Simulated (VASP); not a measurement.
LiCl under changes of volume

One of the cells (17.209 Å³/atom); the others are scaled copies at fixed shape and fractional positions:

```
Cl Li
1.0
     0.00000    2.58176    2.58176
     2.58176    0.00000    2.58176
     2.58176    2.58176    0.00000
Cl Li
1 1
Direct
  0.50000 0.50000 0.50000
  0.00000 0.00000 0.00000
```

| Quantity | Value |
| --- | --- |
| Program | VASP 6.6.1 |
| Functional | PBEsol |
| Potentials or basis | VASP PAW PBE potentials, release 64 (Cl, Li_sv) |
| Cutoff | 520 eV |
| k mesh | 9 × 9 × 9 |
| Occupations | fermi-dirac, width 0.05 eV |
| Spin | no spin polarisation |

| volume (Å³/atom) | energy over the lowest point (meV/atom) | gap on the mesh (eV) |
| --- | --- | --- |
| 15.859 | 1.08 | 6.50 |
| 16.196 | 0.00 | 6.37 |
| 16.534 | 0.47 | 6.25 |
| 17.209 | ? | ? |
| 17.546 | 9.75 | 5.92 |
| 17.883 | 15.02 | 5.82 |

Task: What does the run at 17.209 Å³/atom give?

Result: Energy over the lowest point 5.50 meV/atom; gap on the mesh 6.03 eV.

Worked out: A Birch-Murnaghan fit of order 3 (a polynomial in V^(-2/3)) to the other rows has its minimum at 16.26 Å³/atom with B0 = V·E''(V) = 35 GPa and B' = 4.2. It gives 5.49 meV/atom at 17.209 Å³/atom, against the run's 5.50. A straight line through the other rows of the gap, of slope -5.64 eV per unit of ln V (its deformation potential), gives 6.03 eV, against the run's 6.03.

Energies are extrapolated to zero smearing.

Caveats: the cutoff is under 1.25 times the usual one of these potentials, so pressure, stress and relaxed cells hold a basis-set (Pulay) error; the PAW data sets were made with another functional, which shifts forces and pressure a little; an odd mesh through Γ misses points on the zone boundary, where band edges often lie.
